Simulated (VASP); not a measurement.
Here is a VASP 6.6.1 calculation.

The input INCAR:

```
SYSTEM = TaS2
PREC     = Accurate       ! precision mode
ENCUT    = 600            ! plane-wave cutoff, eV
EDIFF    = 1E-7           ! SCF threshold, eV
ISMEAR   = 1              ! smearing method
SIGMA    = 0.1            ! smearing width, eV
LREAL    = .False.        ! projectors in reciprocal space
LASPH    = .True.         ! aspherical terms in the spheres
NELM     = 80             ! most SCF steps
ALGO     = Normal         ! electronic algorithm
ISIF     = 3              ! what is computed and relaxed
LWAVE    = .False.        ! write WAVECAR
LCHARG   = .False.        ! write CHGCAR
GGA      = PE             ! functional
IBRION   = 2              ! ionic algorithm
NSW      = 90             ! ionic steps
EDIFFG   = -0.005         ! ionic threshold
```

The input KPOINTS:

```
regular mesh
0
Gamma
  15 15 6
  0 0 0
```

Contents of POSCAR:

```
TaS2                                    
1.0
    3.3773745758     -0.0000000000     -0.0000000000
   -1.6886872879      2.9248921808      0.0000000000
   -0.0000000000     -0.0000000000      6.6684894156
  Ta              S             
     1     2
Direct
     0.0000000000000000    1.0000000000000000    0.0000000000000000
     0.3333333332999970    0.6666666667000030    0.2301264935600146
     0.6666666667000030    0.3333333332999970    0.7698735064399854
```

Potentials or basis: VASP PAW PBE potentials, release 64 (Ta_pv, S).

The run is started by

```sh
$ cat potpaw_PBE.64/Ta_pv/POTCAR potpaw_PBE.64/S/POTCAR > POTCAR
$ mpirun -np 1 vasp_std > vasp.out
```

Estimate the relaxed volume.

22.25 Å³/atom.

What does it give for the relaxed cell?

a = 3.376 Å, b = 3.376 Å, c = 6.762 Å, α = 90.00°, β = 90.00°, γ = 120.00°.

Predict the space group after relaxing (to 0.05 Å).

P-3m1 (No. 164).

Predict the band gap on the k mesh.

none (metal or under the smearing width).

Step by step:
| step | energy change (eV) | largest force (eV/Å) | pressure (GPa) | volume (Å³) |
| --- | --- | --- | --- | --- |
| 1 | 0.0000 | 0.0027 | -0.04 | 65.87 |
| 2 | 0.0000 | 0.0044 | 0.06 | 65.82 |
| 3 | 0.0000 | 0.0034 | 0.05 | 65.83 |
| 4 | 0.0000 | 0.0115 | -0.01 | 65.85 |
| 5 | 0.0000 | 0.0063 | 0.01 | 65.85 |
| 6 | 0.0000 | 0.0067 | 0.00 | 65.86 |
| 7 | 0.0000 | 0.0077 | -0.02 | 65.91 |
| 8 | 0.0000 | 0.0098 | -0.07 | 66.01 |
| 9 | 0.0000 | 0.0094 | -0.06 | 66.01 |
| 10 | -0.0001 | 0.0084 | -0.06 | 66.01 |
| 11 | -0.0001 | 0.0064 | -0.05 | 66.03 |
| 12 | -0.0001 | 0.0026 | -0.04 | 66.05 |
| 13 | -0.0001 | 0.0050 | -0.01 | 66.10 |
| 14 | -0.0001 | 0.0203 | 0.06 | 66.19 |
| 15 | -0.0001 | 0.0117 | 0.02 | 66.14 |
| 16 | -0.0001 | 0.0113 | 0.02 | 66.17 |
| 17 | -0.0001 | 0.0100 | 0.02 | 66.25 |
| 18 | -0.0002 | 0.0082 | 0.03 | 66.42 |
| 19 | -0.0002 | 0.0048 | 0.04 | 66.77 |
| 20 | -0.0002 | 0.0052 | 0.04 | 66.72 |
| 21 | -0.0002 | 0.0076 | -0.05 | 66.77 |
| 22 | -0.0002 | 0.0006 | 0.01 | 66.74 |

Caveat: this functional lacks dispersion, which binds the layers, so the pressure and a relaxed spacing across them are unreliable. PBE usually gives volumes a little too large and moduli too small.
